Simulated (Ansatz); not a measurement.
An Ansatz input:

```yaml
crystal:
  lattice:
    - [0.0, 2.6336935204, 2.6336935204]
    - [2.6336935204, 0.0, 2.6336935204]
    - [2.6336935204, 2.6336935204, 0.0]
  atoms:
    - { symbol: Pd, position: [0.0, 0.0, 0.0], spin: 0.5 }
    - { symbol: Pd, position: [0.5, 0.5, 0.5], spin: -0.5 }
hamiltonian:
  xc: revpbe
  pseudopotentials:
    kind: paw
    azcp:
      Pd: "pseudopotentials/Pd.paw.azcp"
basis:
  ecutwfc: 420
  fft_grid_basis: typed
kpoints:
  mp_grid: { grid: [12, 12, 12], shift: [0, 0, 0] }
magnetization:
  spin_polarized: true
scf:
  occupations: { method: fermi_dirac, width: 0.05 }
  lower_state_search: "off"
output:
  stress: true
```

and its output:

```
Engine: ansatz 0.2.0, x86_64-unknown-linux-gnu
Pseudopotentials: kind: paw
Pseudopotential: Pd, paw, valence charge 18, recommended cutoff 420 eV (normal) 
Functional definition: revPBE
  parameter kappa = 1.245
  parameter beta = 0.06672455060314922
  exchange = pbe_x(kappa = kappa, mu = beta*pi^2/3)
  correlation = pbe_c(beta = beta)
Crystal: 2 atoms, lattice volume = 36.536 Å³
Basis set: ecut = 420 eV, 725 PW (Γ)
Bands: 23, of which v1, the nominal top of the filled ones, is band 18 counted from 1 (17 counted from 0)
Symmetry: 48 space group operations
Space group: Fm-3m (ITA 225), of the structure as read, at distance tolerance 3.3e-5 Å
Magnetic group: BNS 225.121 (UNI 1623), of the structure as read, at distance tolerance 3.3e-5 Å
k-points: 72 of 1728
Non-local potential: Pd, projectors of the file, l = 0: 2, l = 1: 2, l = 2: 2, l = 3: 1
PAW form: soft (Blöchl's): semilocal exchange-correlation on the pseudo side does not see the compensation charge
PAW frozen core: Pd, regenerated for the run's functional, and the local potential with it (the file was generated under x = pbe(κ = 0.804, μ = 0.2195149727645171), c = pbe(β = 0.06672455060314922))
PAW one-centre angular grid: Pd, 590 points (default); XC on 64 Gauss nodes
Initial density: superposition of atomic densities (chi_scale 0.1, normalization cell)
Starting moments: Σ|m| = 1 μB on 2 of 2 sites
Starting magnetic order: antiferromagnet; a translation exchanges its spin sublattices: spin-degenerate at every k-point
Initial wavefunctions: pseudopotential atomic-orbital guess
Functional: x = revpbe(κ = 1.245, μ = 0.2195149727645171), c = pbe(β = 0.06672455060314922)
the translation (0.5, 0.5, 0.5) carries every atom to within crystal.symmetry.tolerance of an atom of its element with the starting moment reversed, but both spin channels are solved: the dense FFT box has an odd point count along it
SCF iter   1: F=—  HF=-13957.323500 eV  |F-HF|=—  |Δ(HF+E_count)|=         —  Δρ=7.06e-2 (↑7.06e-2 ↓7.06e-2)  dr2=6.90e0  dr2_m=2.05e-1  M=0.000 μB ∫|m|=0.251 μB  β_m=0.30  ethr=3.10e-3  ⟨swp⟩=5.5  Hψ=13488  notcnv=0
spin=Collinear: Kerker preconditioning applied to the charge; magnetization (m = ρ↑ − ρ↓) channel mixes plain (no charge-response kernel on spin).
SCF iter   2: F=—  HF=-13956.185625 eV  |F-HF|=—  |Δ(HF+E_count)|=    1.14e0  Δρ=4.14e-2 (↑4.14e-2 ↓4.14e-2)  dr2=2.09e0  dr2_m=1.27e-1  M=0.000 μB ∫|m|=0.177 μB  β_m=0.30  ethr=3.10e-3  ⟨swp⟩=2.2  Hψ=6460  notcnv=0  defer=19
SCF iter   3: F=—  HF=-13955.721399 eV  |F-HF|=—  |Δ(HF+E_count)|=   4.64e-1  Δρ=2.05e-2 (↑2.05e-2 ↓2.05e-2)  dr2=1.35e-1  dr2_m=7.76e-2  M=0.000 μB ∫|m|=0.125 μB  β_m=0.30  ethr=3.10e-3  ⟨swp⟩=2.2  Hψ=5490  notcnv=0  defer=17
...
iter 12 did not close the SCF: its close was put off for a magnetic moment that had not settled (scf_convergence_deferred on its scf_iter line)
SCF iter  12: F=-13955.741578 eV  HF=-13955.741578 eV  |F-HF|=1.88e-8  |Δ(HF+E_count)|=   1.97e-7  Δρ=5.17e-6 (↑5.12e-6 ↓5.17e-6)  dr2=4.50e-8  dr2_m=1.28e-10  M=0.000 μB ∫|m|=0.000 μB  β_m=0.94  ethr=2.78e-10  ⟨swp⟩=4.0  Hψ=9702  notcnv=0
iter 13 did not close the SCF: its close was put off for a magnetic moment that had not settled (scf_convergence_deferred on its scf_iter line)
SCF iter  13: F=-13955.741578 eV  HF=-13955.741578 eV  |F-HF|=5.46e-12  |Δ(HF+E_count)|=   3.39e-8  Δρ=1.38e-6 (↑1.38e-6 ↓1.08e-6)  dr2=2.23e-9  dr2_m=4.54e-11  M=0.000 μB ∫|m|=0.000 μB  β_m=0.97  ethr=1.25e-10  ⟨swp⟩=1.7  Hψ=9535  notcnv=0
SCF iter  14: F=-13955.741578 eV  HF=-13955.741578 eV  |F-HF|=2.75e-9  |Δ(HF+E_count)|=   1.32e-9  Δρ=1.32e-6 (↑1.24e-6 ↓1.32e-6)  dr2=3.06e-9  dr2_m=2.70e-12  M=0.000 μB ∫|m|=0.000 μB  ethr=6.20e-12  ⟨swp⟩=1.0  Hψ=8637  notcnv=0
WARN: the starting moments were not kept: the SCF closed with an absolute magnetisation of 9.8e-7 μB, where they sum to 1 μB in size (2 sites). That is at most 0.1 of that sum. Measured as dr2_m measures the in/out step, that magnetisation stands 2.6e-13 eV from none, at or under the dr2_threshold of 1.0e-7 eV: it is no larger than a step whose dr2_m would equal this threshold. The system may hold no moment; this SCF shows only that its start led to no more than that. To try another start: raise the starting moments (crystal.atoms[].spin, magnetization.per_species, magnetization.initial_magnetization, or on a non-collinear deck that types none of these the spinor_matrix: blocks that start its atoms; where the total moment is fixed, keep their sum and leave initial_magnetization as it is; typed ones take the place of any that the run laid by itself, positive ones on a crystal's lanthanoids without a Hubbard term where scf.initial_density.shell_occupations: [] is typed) or, if the notice of its spin-set hold's release reads "site moments contracting" or "site moments show no strong build", lengthen the hold (scf.mixing.spin_hold: { on: { confirm: 4 } }; for m-r²SCAN on two components see the key's manual first). Each may lead to a state that holds a moment. A second SCF, from the converged charge density, with the starting moments and any scf.initial_density.shell_occupations laid on it anew, would have followed, and was not run: the deck does not ask for one (magnetization.retry_lost_moments is false, the default). To let it run, set magnetization.retry_lost_moments: true and run the deck again, where that key's refused combinations let it; where memory then withholds it, that run's warning says so.
SCF 1 converged in 14 iterations: F = -13955.741578 eV  dr2 = 3.06e-9
SCF converged after 14 iterations
Magnetization: 0.0000 μB (18.0000 up, 18.0000 down)
Absolute magnetization: 0.0000 μB (∫|ρ↑−ρ↓|, with the PAW one-centre terms)
Spin contamination: 0.0000 ħ² per cell (⟨S²⟩ above its minimum at these occupations)
Per-site moments (μB) at R_I (Å): [(-3.7200122863565646e-7, 1.086398577165), (4.2778186343615285e-7, 1.086398577165)]
Free energy (F): -13955.741578 eV
Harris-Foulkes:  -13955.741578 eV  (|F-HF|=2.75e-9)
Internal energy: -13955.714624 eV  (E = F + TS)
E sigma→0 (E₀):  -13955.728101 eV
Entropy (-TS):   -0.026954 eV (-13.477 meV/atom)
Fermi energy:    15.037971 eV
--- Per-component energies (eV) ---
  E_band       = -431.594321
  E_kinetic    = 1028.014698
  E_local      = -4273.560435  (includes V_loc(G=0)·N_el)
  E_nonlocal   = 434.612067
  E_hartree    = 1730.351605
  E_xc         = -335.990857
  E_vxc        = -420.720150  (∫ρ·V_xc dr)
  E_paw        = -7512.824132  (= ΣΔE_a)
  E_vpaw       = -660.644148  (= ΣTr[D̂ρ^β])
  E_aug_tail   = 0.000345  (compensation charges beyond the density's cutoff)
  E_ewald      = -5026.161591
  E_core_change = -0.156323  (= ΣΔE_core)
  E_smearing   = -0.026954  (= −TS)
  E_closure    = -0.000000  (closes the sum)
  Σ components = -13955.741578   (vs F -13955.741578, Δ=0.00e0)
--- Stress (GPa, compression-positive) ---
        0.213935      -0.000000      -0.000000
       -0.000000       0.213935      -0.000000
       -0.000000       0.000000       0.213935
  P = ⅓ Tr σ = 0.2139 GPa (2.139 kbar)
```

Command:

```sh
ansatz run input.yaml --threads 2 --pin off --max-ram 5120MiB --backend cpu --events-out ev --progress --plain --runs-dir out
```

On 2 threads of Intel(R) Xeon(R) 6975P-C (Granite Rapids) (shared host) this took about 2.3 s of wall time and 4.2 s of CPU time.
